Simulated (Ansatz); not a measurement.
Correcting a cheap level on S-containing molecules

The atomisation enthalpy at 298 K in kJ/mol of 7 S-containing molecules: x at wB97M-V/def2-TZVPP, y from tabulated heats of molecules and atoms (CRC Handbook of Chemistry and Physics). Shapes, held fixed at every level: PBE0-D4/def2-TZVP. Flexible molecules stand in one conformer, not always the lowest. Computed values hold a harmonic thermal term (PBE/def2-SVP, PBE0-D4/def2-TZVP) and the atoms' spin-orbit lowering. Programs: Ansatz 0.2.0.

| molecule | x (kJ/mol) | y (kJ/mol) |
| --- | --- | --- |
| C2H6O2S (dimethyl sulfone) | 3886 | 3890 |
| C3H6S3 (1,3,5-trithiane) | 4245 | 4210 |
| C2H6O3S (dimethyl sulfite) | 4251 | 4250 |
| C3H8S (1-propanethiol) | 4261 | 4239 |
| C3H8S2 (1,3-propanedithiol) | 4502 | ? |
| C4H10OS (diethyl sulfoxide) | 5779 | 5779 |
| C5H10S (cyclopentanethiol) | 6108 | 6089 |

Fit y = c + s·x to the known rows and predict y for C3H8S2.


1. Means of the 6 rows: x = 4755.00, y = 4742.8.
2. Σ(Δx)² = 4392498, Σ(Δx·Δy) = 4392537, so the slope is 4392537/4392498 = 1.
3. Intercept: 4742.8 − (1) × 4755.00 = -12.2. The largest residual of the fit is 23.
4. C3H8S2: -12.2 + 1 × 4502 = 4490 kJ/mol.

The tabulated heats give 4478 kJ/mol, so the prediction is off by +12 kJ/mol, within the largest residual. Uncorrected, wB97M-V/def2-TZVPP misses it by +24 kJ/mol, and the other rows by 14 on average. The line removes about 50 % of this miss. Left out in turn, the other rows are missed by 20 kJ/mol on average, worse than no correction.
